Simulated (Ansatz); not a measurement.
# FeS2: the cost of one run

Method: DFT PBE, scalar-relativistic, plane waves, PAW, in Ansatz 0.2.0.

The COD entry's cell or inner coordinates are ideal or old and differ from later refinements, so a difference from it is no clean test against experiment.

## (1) The structure to begin with

It takes space group Pnnm (No. 58, orthorhombic). Conventional cell: a = 4.440 Å, b = 5.390 Å, c = 3.370 Å, α = 90.00°, β = 90.00°, γ = 90.00°. Around Fe (site symmetry 2/m) lie 6 S at 2.21 to 2.24 Å. Around S (site symmetry m) lie 3 Fe at 2.21 to 2.24 Å and 1 S at 2.25 Å.

Structure file:

```cif
data_structure
_symmetry_space_group_name_H-M 'Pnnm'
_symmetry_Int_Tables_number 58
_cell_length_a 4.4400
_cell_length_b 5.3900
_cell_length_c 3.3700
_cell_angle_alpha 90.000
_cell_angle_beta 90.000
_cell_angle_gamma 90.000
_cell_volume 80.65
loop_
_atom_site_label
_atom_site_type_symbol
_atom_site_symmetry_multiplicity
_atom_site_Wyckoff_symbol
_atom_site_fract_x
_atom_site_fract_y
_atom_site_fract_z
_atom_site_occupancy
Fe1 Fe 2 a 0.00000 0.00000 0.00000 1
S1 S 4 g 0.20300 0.37500 0.00000 1
```

Source of the structure: the Crystallography Open Database.

(A quick probe on a coarse mesh, which set the mesh and smearing, is not shown.)

## (3) Full relaxation

File input.yaml:

```yaml
crystal:
  lattice:
    - [4.44, 0.0, 0.0]
    - [0.0, 5.39, 0.0]
    - [0.0, 0.0, 3.37]
  atoms:
    - { symbol: Fe, position: [0.0, 0.0, 0.0] }
    - { symbol: Fe, position: [0.5, 0.5, 0.5] }
    - { symbol: S, position: [0.203, 0.375, 0.0] }
    - { symbol: S, position: [0.297, 0.875, 0.5] }
    - { symbol: S, position: [0.797, 0.625, 0.0] }
    - { symbol: S, position: [0.703, 0.125, 0.5] }
basis:
  ecutwfc: 420
kpoints:
  mp_grid: { grid: [6, 6, 8] }
hamiltonian:
  xc: pbe
scf:
  occupations: { method: gaussian, width: 0.02 }
output:
  forces: true
  stress: true
  eigenvalues: true
  write_density: true
  write_potential: true
  elf: true
  volumetric_format: npy
relax:
  adjacent_minimum: "off"
  f_tol: 0.005
  max_steps: 80
  cell: { stress_tol: 0.05 }
```

Started as:

```bash
ansatz run input.yaml --threads 2 --pin off --max-ram 5120MiB --backend cpu --events-out ev --progress --plain --runs-dir out
```

Q: Estimate wall time and peak memory on 2 threads of Arm Neoverse V2, shared host.

About 38 s, with a peak of 0.47 GiB.
